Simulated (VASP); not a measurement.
# CoSi (P2_13) in VASP: notebook

Aim: see how the results for CoSi move with the level of theory and the settings. Levels: PBEsol, PBE. Tasks: relaxation of cell and atoms, single point.

Program: VASP 6.6.1. These are calculated values, not measurements. Logs are shortened: lines on timing, memory, paths and dates and some standing lists are left out, and cuts for length are marked.

**1. The structure**

Symmetry: P2_13, No. 198, cubic system. Conventional cell: a = 4.438 Å, b = 4.438 Å, c = 4.438 Å, α = 90.00°, β = 90.00°, γ = 90.00°. Co (site symmetry 3) has 7 Si at 2.28 to 2.47 Å as nearest neighbours. Si (site symmetry 3) is surrounded by 7 Co at 2.28 to 2.47 Å.

**2. Relaxation of cell and atoms, PBEsol, collinear spin, ferromagnetic start**

INCAR reads:

```
SYSTEM = CoSi
PREC = Accurate
ENCUT = 600
EDIFF = 1E-6
ISMEAR = -1
SIGMA = 0.05
LREAL = .FALSE.
LASPH = .TRUE.
NELM = 120
ALGO = Normal
ISIF = 3
LWAVE = .FALSE.
LCHARG = .FALSE.
ISPIN = 2
MAGMOM = 2 2 2 2 0 0 0 0
LORBIT = 11
LMAXMIX = 4
GGA = PS
IBRION = 2
NSW = 60
EDIFFG = -0.02
```

KPOINTS reads:

```
Automatic mesh
0
G
  6 6 6
  0 0 0
```

POSCAR reads:

```
CoSi
1.0
    4.4380000000      0.0000000000      0.0000000000
    0.0000000000      4.4380000000      0.0000000000
    0.0000000000      0.0000000000      4.4380000000
Co Si
4 4
Direct
    0.8600000000      0.6400000000      0.3600000000
    0.6400000000      0.3600000000      0.8600000000
    0.3600000000      0.8600000000      0.6400000000
    0.1400000000      0.1400000000      0.1400000000
    0.1570000000      0.3430000000      0.6570000000
    0.3430000000      0.6570000000      0.1570000000
    0.6570000000      0.1570000000      0.3430000000
    0.8430000000      0.8430000000      0.8430000000
```

Potentials or basis: VASP PAW PBE potentials, release 64 (Co, Si).

The run is started by

```
> cat potpaw_PBE.64/Co/POTCAR potpaw_PBE.64/Si/POTCAR > POTCAR
> mpirun -np 1 vasp_std > vasp.out
```

OUTCAR:

```text
SYSTEM = CoSi
   PREC = Accurate
   ENCUT = 600
   EDIFF = 1E-6
   ISMEAR = -1
   LREAL = .FALSE.
   LASPH = .TRUE.
   NELM = 120
   ISIF = 3
   ISPIN = 2
   LORBIT = 11
   GGA = PS
   IBRION = 2
   NSW = 60
   EDIFFG = -0.02

 ion  position               nearest neighbor table
   1  0.860  0.640  0.360-   5 2.28   6 2.33   7 2.33   8 2.33   7 2.47   8 2.47   6 2.47   2 2.72
                             2 2.72   4 2.72   4 2.72   3 2.72   3 2.72
   2  0.640  0.360  0.860-   6 2.28   5 2.33   7 2.33   8 2.33   5 2.47   7 2.47   8 2.47   1 2.72
                             1 2.72   3 2.72   3 2.72   4 2.72   4 2.72
   3  0.360  0.860  0.640-   7 2.28   6 2.33   5 2.33   8 2.33   6 2.47   5 2.47   8 2.47   4 2.72
                             2 2.72   2 2.72   4 2.72   1 2.72   1 2.72
   4  0.140  0.140  0.140-   8 2.28   6 2.33   7 2.33   5 2.33   6 2.47   5 2.47   7 2.47   1 2.72
                             3 2.72   3 2.72   1 2.72   2 2.72   2 2.72
   5  0.157  0.343  0.657-   1 2.28   2 2.33   3 2.33   4 2.33   3 2.47   4 2.47   2 2.47   8 2.75
                             6 2.75   6 2.75   8 2.75   7 2.75   7 2.75
   6  0.343  0.657  0.157-   2 2.28   1 2.33   3 2.33   4 2.33   1 2.47   3 2.47   4 2.47   8 2.75
                             5 2.75   5 2.75   7 2.75   7 2.75   8 2.75
   7  0.657  0.157  0.343-   3 2.28   2 2.33   1 2.33   4 2.33   2 2.47   1 2.47   4 2.47   8 2.75
                             8 2.75   5 2.75   6 2.75   6 2.75   5 2.75
   8  0.843  0.843  0.843-   4 2.28   2 2.33   3 2.33   1 2.33   2 2.47   1 2.47   3 2.47   5 2.75
                             6 2.75   7 2.75   7 2.75   5 2.75   6 2.75

  LATTYP: Found a simple cubic cell.
 ALAT       =     4.4380000000

  Lattice vectors:

 A1 = (   4.4380000000,   0.0000000000,   0.0000000000)
 A2 = (   0.0000000000,   4.4380000000,   0.0000000000)
 A3 = (   0.0000000000,   0.0000000000,   4.4380000000)

Analysis of symmetry for initial positions (statically):
=====================================================================
 Subroutine PRICEL returns:
 Original cell was already a primitive cell.

 Routine SETGRP: Setting up the symmetry group for a
 simple cubic supercell.

 Subroutine GETGRP returns: Found 12 space group operations
 (whereof  3 operations were pure point group operations)
 out of a pool of 48 trial point group operations.

The static configuration has the point symmetry C_3 .
 The point group associated with its full space group is T   .

Analysis of symmetry for dynamics (positions and initial velocities):
=====================================================================
 Subroutine PRICEL returns:
 Original cell was already a primitive cell.

 Routine SETGRP: Setting up the symmetry group for a
 simple cubic supercell.

 Subroutine GETGRP returns: Found 12 space group operations
 (whereof  3 operations were pure point group operations)
 out of a pool of 48 trial point group operations.

The dynamic configuration has the point symmetry C_3 .
 The point group associated with its full space group is T   .

Analysis of structural, dynamic, and magnetic symmetry:
=====================================================================
 Subroutine PRICEL returns:
 Original cell was already a primitive cell.

 Routine SETGRP: Setting up the symmetry group for a
 simple cubic supercell.

 Subroutine GETGRP returns: Found 12 space group operations
 (whereof  3 operations were pure point group operations)
 out of a pool of 48 trial point group operations.

The overall configuration has the point symmetry C_3 .
 The point group associated with its full space group is T   .

 Subroutine INISYM returns: Found 12 space group operations
 (whereof  3 operations are pure point group operations),
 and found     1 'primitive' translations

----------------------------------------------------------------------------------------

                                     Primitive cell

  volume of cell :      87.4102

  direct lattice vectors                    reciprocal lattice vectors
     4.438000000  0.000000000  0.000000000     0.225326724  0.000000000  0.000000000
     0.000000000  4.438000000  0.000000000     0.000000000  0.225326724  0.000000000
     0.000000000  0.000000000  4.438000000     0.000000000  0.000000000  0.225326724

  length of vectors
     4.438000000  4.438000000  4.438000000     0.225326724  0.225326724  0.225326724

  position of ions in fractional coordinates (direct lattice)
     0.860000000  0.640000000  0.360000000
     0.640000000  0.360000000  0.860000000
     0.360000000  0.860000000  0.640000000
     0.140000000  0.140000000  0.140000000
[... 46 lines left out ...]
  0.333333  0.000000  0.000000      6.000000
  0.500000  0.000000  0.000000      3.000000
  0.166667  0.166667  0.000000     12.000000
  0.333333  0.166667  0.000000     12.000000
[... 16 lines left out ...]
  0.500000  0.500000  0.333333      6.000000
  0.500000  0.500000  0.500000      1.000000
   k-points           NKPTS =     24   k-points in BZ     NKDIM =     24   number of bands    NBANDS=     35
   number of dos      NEDOS =    301   number of ions     NIONS =      8
   total plane-waves  NPLWV =  46656
   dimension x,y,z NGX =    36 NGY =   36 NGZ =   36
   dimension x,y,z NGXF=    72 NGYF=   72 NGZF=   72
   ions per type =               4   4
   NGX,Y,Z   is equivalent  to a cutoff of  13.49, 13.49, 13.49 a.u.
   NGXF,Y,Z  is equivalent  to a cutoff of  26.97, 26.97, 26.97 a.u.
 SYSTEM =  CoSi
   PREC   = accura    normal or accurate (medium, high low for compatibility)
   ISTART =      0    job   : 0-new  1-cont  2-samecut
   ICHARG =      2    charge: 1-file 2-atom 10-const
   ISPIN  =      2    spin polarized calculation?
   LNONCOLLINEAR =      F non collinear calculations
   LSORBIT =      F    spin-orbit coupling
   LASPH  =      T    aspherical Exc in radial PAW
   ENCUT  =  600.0 eV  44.10 Ry    6.64 a.u.   8.86  8.86  8.86*2*pi/ulx,y,z
   NELM   =    120;   NELMIN=  2; NELMDL= -5     # of ELM steps
   EDIFF  = 0.1E-05   stopping-criterion for ELM
   LREAL  =      F    real-space projection
   EDIFFG = -.2E-01   stopping-criterion for IOM
   NSW    =     60    number of steps for IOM
   IBRION =      2    ionic relax: 0-MD 1-quasi-New 2-CG
   NFREE  =      1    steps in history (QN), initial steepest desc. (CG)
   ISIF   =      3    stress and relaxation
   ISYM   =      2    0-nonsym 1-usesym 2-fastsym
   POTIM  = 0.5000    time-step for ionic-motion
   TEBEG  =    0.0;   TEEND  =   0.0 temperature during run
   PSTRESS=    0.0 pullay stress
   NELECT =      52.0000    total number of electrons
   NUPDOWN=      -1.0000    fix difference up-down
   EMIN   =  10.00;   EMAX   =-10.00  energy-range for DOS
   EFERMI =   0.00;   METHOD = LEGACY
   ISMEAR =    -1;   SIGMA  =   0.05  broadening in eV -4-tet -1-fermi 0-gaus
   EFERMI_NEDOS =   21; number of points for ismear=-14 and -15
   IALGO  =     38    algorithm
   IMIX   =      4    mixing-type and parameters
     AMIX     =   0.40;   BMIX     =  1.00
     AMIX_MAG =   1.60;   BMIX_MAG =  1.00
  volume/ion in A,a.u.               =      10.93        73.73
  Fermi-wavevector in a.u.,A,eV,Ry     =   1.376856  2.601881 25.793021  1.895734
  Thomas-Fermi vector in A             =   2.502063
   LORBIT       =     11    0 simple, 1 ext, 2 COOP (PROOUT), +10 PAW based schemes
   GGA     = PS    functional components
   LHFCALC =     F    Hartree Fock is set to
   AEXX    =    0.0000 exact exchange contribution
   IVDW    =     0    specifies the selected vdW correction
   LEPSILON=     F    determine dielectric tensor
   LRPA    =     F    only Hartree local field effects (RPA)
 conjugate gradient relaxation of ions
 spin polarized calculation
  energy-cutoff  :      600.00
  volume of cell :       87.41
 maximum number of plane-waves:      2968
   NGX = 17   NGY = 17   NGZ = 17

--------------------------------------- Ionic step        1  -------------------------------------------

 number of electron      51.9999992 magnetization       0.0275180

 number of electron      51.9999992 magnetization      -0.0007393

 Free energy of the ion-electron system (eV)
  ---------------------------------------------------
  ext. energy  EPLUGINS =         0.00000000
  ---------------------------------------------------
  free energy    TOTEN  =       -59.73838713 eV

  energy without entropy =      -59.72387570  energy(sigma->0) =      -59.73113141

------------------------ aborting loop because EDIFF is reached ----------------------------------------

  FORCE on cell =-STRESS in cart. coord.  units (eV):
  Direction    XX          YY          ZZ          XY          YZ          ZX
  --------------------------------------------------------------------------------------
  -------------------------------------------------------------------------------------
  Total       -3.8352122     -3.8352122     -3.8352122      0.0000000      0.0000000      0.0000000
  in kB      -70.2972102    -70.2972102    -70.2972102      0.0000000      0.0000000      0.0000000
  external PRESSURE =     -70.2972102 kB  Pullay stress =       0.0000000 kB
[... 339 lines left out ...]
 number of electron      51.9999988 magnetization       0.0000000

 number of electron      51.9999988 magnetization      -0.0000000

 Free energy of the ion-electron system (eV)
  ---------------------------------------------------
  ext. energy  EPLUGINS =         0.00000000
  ---------------------------------------------------
  free energy    TOTEN  =       -59.83040648 eV

  energy without entropy =      -59.81751875  energy(sigma->0) =      -59.82396262

 E-fermi :  12.4975     XC(G=0): -13.1275

 val. band max:       12.4603162849   @ k =   0.0000   0.0000   0.0000
 cond. band min:      12.5528974230   @ k =   0.5000   0.5000   0.3333
 fundamental gap:      0.0925811381
 Fermi energy:        12.4975104039

 spin component 1

 k-point     1 :       0.0000    0.0000    0.0000
  band No.  band energies     occupation
      1      -1.4584      1.00000
      2       4.1534      1.00000
      3       4.1534      1.00000
      4       4.1534      1.00000
      5       6.8308      1.00000
      6       6.8308      1.00000
[... 901 lines left out ...]
     34      18.4144      0.00000
     35      18.4144      0.00000
 Fermi energy:        12.4975104039

 spin component 2

 k-point     1 :       0.0000    0.0000    0.0000
  band No.  band energies     occupation
      1      -1.4584      1.00000
      2       4.1534      1.00000
      3       4.1534      1.00000
      4       4.1534      1.00000
      5       6.8308      1.00000
      6       6.8308      1.00000
[... 936 lines left out ...]
  FREE ENERGIE OF THE ION-ELECTRON SYSTEM (eV)
  ---------------------------------------------------
  free  energy   TOTEN  =       -59.8304064816 eV

  energy  without entropy=      -59.8175187498  energy(sigma->0) =      -59.82396262

 reached required accuracy - stopping structural energy minimisation

 total charge

# of ion       s       p       d       tot
------------------------------------------
    1        0.452   0.652   7.598   8.703
    2        0.452   0.652   7.598   8.703
    3        0.452   0.652   7.598   8.703
    4        0.452   0.652   7.598   8.703
    5        0.725   0.903   0.000   1.627
    6        0.725   0.903   0.000   1.627
    7        0.725   0.903   0.000   1.627
    8        0.725   0.903   0.000   1.627
--------------------------------------------------
tot          4.705   6.219  30.394  41.319

 magnetization (x)

# of ion       s       p       d       tot
------------------------------------------
    1       -0.000  -0.000  -0.000  -0.000
    2       -0.000  -0.000  -0.000  -0.000
    3       -0.000  -0.000  -0.000  -0.000
    4       -0.000  -0.000  -0.000  -0.000
    5        0.000   0.000   0.000   0.000
    6        0.000   0.000   0.000   0.000
    7        0.000   0.000   0.000   0.000
    8        0.000   0.000   0.000   0.000
--------------------------------------------------
tot         -0.000   0.000  -0.000  -0.000
```

Wall time 18 min (1 thread of AMD EPYC 7R43 (Zen 3), shared host); peak memory 0.32 GiB.

What came out:

* Free energy: -59.8304 eV
* Relaxed volume: 10.55 Å³/atom
* Relaxed cell: a = 4.386 Å, b = 4.386 Å, c = 4.386 Å, α = 90.00°, β = 90.00°, γ = 90.00°
* Space group after relaxing (to 0.05 Å): P2_13 (No. 198)
* Energy gained by relaxing: 11.5 meV/atom
* Ionic steps: 9
* Pressure after relaxing: 0.0 GPa
* Largest force after relaxing: 0.016 eV/Å
* Band gap on the k mesh: none (metal or under the smearing width)
* Net moment: 0.00 μB per cell
* Valence electrons inside the program's atomic spheres: Co 8.70; Si 1.63

Forces on the atoms (eV/Å):
```
Co   0.000  0.000  0.000
Co   0.000  0.000  0.000
Co   0.000  0.000  0.000
Co   0.000  0.000  0.000
Si   0.009 -0.009  0.009
Si  -0.009  0.009  0.009
Si   0.009  0.009 -0.009
Si  -0.009 -0.009 -0.009
```

The path:
```
step  energy change (eV)  largest force (eV/Å)  pressure (GPa)  volume (Å³)
   1              0.0000                0.2420           -7.03        87.41
   2              0.0233                0.4032           10.29        81.48
   3             -0.0672                0.3209            0.36        84.59
   4             -0.0822                0.2008            0.34        84.49
   5             -0.0916                0.0492            0.17        84.35
   6             -0.0917                0.0503            0.26        84.33
   7             -0.0918                0.0064           -0.55        84.58
   8             -0.0919                0.0247           -0.24        84.47
   9             -0.0920                0.0156            0.04        84.39
```

Final structure:
```
Co Si
1.0
     4.38636    0.00000    0.00000
     0.00000    4.38636    0.00000
     0.00000    0.00000    4.38636
Co Si
4 4
Direct
  0.85426 0.64574 0.35426
  0.64574 0.35426 0.85426
  0.35426 0.85426 0.64574
  0.14574 0.14574 0.14574
  0.15653 0.34347 0.65653
  0.34347 0.65653 0.15653
  0.65653 0.15653 0.34347
  0.84347 0.84347 0.84347
```

Levels at points of the mesh, in eV from the Fermi level:
Spin up:
| k point | band 24 | band 25 | band 26 | band 27 | band 28 | band 29 |
| --- | --- | --- | --- | --- | --- | --- |
| (0.00, 0.00, 0.00) | -0.84 | -0.04 | -0.04 | -0.04 | 2.62 | 2.62 |
| (0.50, 0.00, 0.00) | -0.70 | -0.54 | -0.54 | 1.01 | 1.01 | 1.57 |
| (0.50, 0.50, 0.00) | -1.07 | -0.07 | -0.07 | 0.59 | 0.59 | 2.10 |
| (0.50, 0.50, 0.50) | -1.31 | -0.26 | -0.26 | -0.26 | -0.26 | 5.59 |
Spin down:
| k point | band 24 | band 25 | band 26 | band 27 | band 28 | band 29 |
| --- | --- | --- | --- | --- | --- | --- |
| (0.00, 0.00, 0.00) | -0.84 | -0.04 | -0.04 | -0.04 | 2.62 | 2.62 |
| (0.50, 0.00, 0.00) | -0.70 | -0.54 | -0.54 | 1.01 | 1.01 | 1.57 |
| (0.50, 0.50, 0.00) | -1.07 | -0.07 | -0.07 | 0.59 | 0.59 | 2.10 |
| (0.50, 0.50, 0.50) | -1.31 | -0.26 | -0.26 | -0.26 | -0.26 | 5.59 |

Caveat: the starting moments collapsed, and a magnetic state may lie lower; the PAW data sets were made with another functional, which shifts forces and pressure a little.

**3. Single point, PBE, collinear spin, ferromagnetic start**

INCAR reads:

```
SYSTEM = CoSi
PREC     = Accurate       ! precision mode
ENCUT    = 520            ! plane-wave cutoff, eV
EDIFF    = 1E-7           ! SCF threshold, eV
ISMEAR   = -1             ! smearing method
SIGMA    = 0.05           ! smearing width, eV
LREAL    = .FALSE.        ! projectors in reciprocal space
LASPH    = .TRUE.         ! aspherical terms in the spheres
NELM     = 150            ! most SCF steps
ALGO     = Normal         ! electronic algorithm
ISIF     = 2              ! what is computed and relaxed
LWAVE    = .FALSE.        ! write WAVECAR
LCHARG   = .FALSE.        ! write CHGCAR
ISPIN    = 2              ! spin polarisation
MAGMOM   = 3.5 3.5 3.5 3.5 0 0 0 0 ! initial moments
LORBIT   = 11             ! projections on sites
LMAXMIX  = 4              ! l up to which the mixer works
GGA      = PE             ! functional
```

KPOINTS reads:

```
regular mesh
0
G
  6 6 6
  0 0 0
```

POSCAR is that of step 2.

Potentials or basis: VASP PAW PBE potentials, release 64 (Co, Si).

The run is started by

```
> cat potpaw_PBE.64/Co/POTCAR potpaw_PBE.64/Si/POTCAR > POTCAR
> mpirun -np 1 vasp_std > vasp.out
```

Run time: 2.4 min. Hardware: 1 thread of Intel Xeon Platinum 8488C (Sapphire Rapids), shared host; peak memory 0.3 GiB.

The run converged. Its results:

```yaml
Free_energy: -54.7324 eV
Pressure: -0.4 GPa
Largest_force: 0.270 eV/Å
Band_gap_on_the_k_mesh: none (metal or under the smearing width)
Net_moment: 0.00 μB per cell
Valence_electrons_inside_the_program's_atomic_spheres: Co 8.61; Si 1.61
```

Forces on the atoms (eV/Å):
```
Co  -0.156  0.156 -0.156
Co   0.156 -0.156 -0.156
Co  -0.156 -0.156  0.156
Co   0.156  0.156  0.156
Si   0.021 -0.021  0.021
Si  -0.021  0.021  0.021
Si   0.021  0.021 -0.021
Si  -0.021 -0.021 -0.021
```

Levels at points of the mesh, in eV from the Fermi level:
Spin up:
```
           k point  band 22  band 23  band 24  band 25  band 26  band 27  band 28  band 29  band 30  band 31
(0.00, 0.00, 0.00)    -0.94    -0.81    -0.81    -0.05    -0.05    -0.05     2.42     2.42     2.42     2.89
(0.50, 0.00, 0.00)    -1.08    -0.71    -0.71    -0.51    -0.51     0.95     0.95     1.42     1.42     4.26
(0.50, 0.50, 0.00)    -1.55    -1.05    -1.05    -0.07    -0.07     0.52     0.52     1.95     1.95     2.44
(0.50, 0.50, 0.50)    -1.26    -1.26    -1.26    -0.25    -0.25    -0.25    -0.25     5.29     5.29     5.29
```
Spin down:
```tsv
k point	band 24	band 25	band 26	band 27	band 28	band 29
(0.00, 0.00, 0.00)	-0.81	-0.05	-0.05	-0.05	2.42	2.42
(0.50, 0.00, 0.00)	-0.71	-0.51	-0.51	0.95	0.95	1.42
(0.50, 0.50, 0.00)	-1.05	-0.07	-0.07	0.52	0.52	1.95
(0.50, 0.50, 0.50)	-1.26	-0.25	-0.25	-0.25	-0.25	5.29
```

Caveat: the starting moments collapsed, and a magnetic state may lie lower.
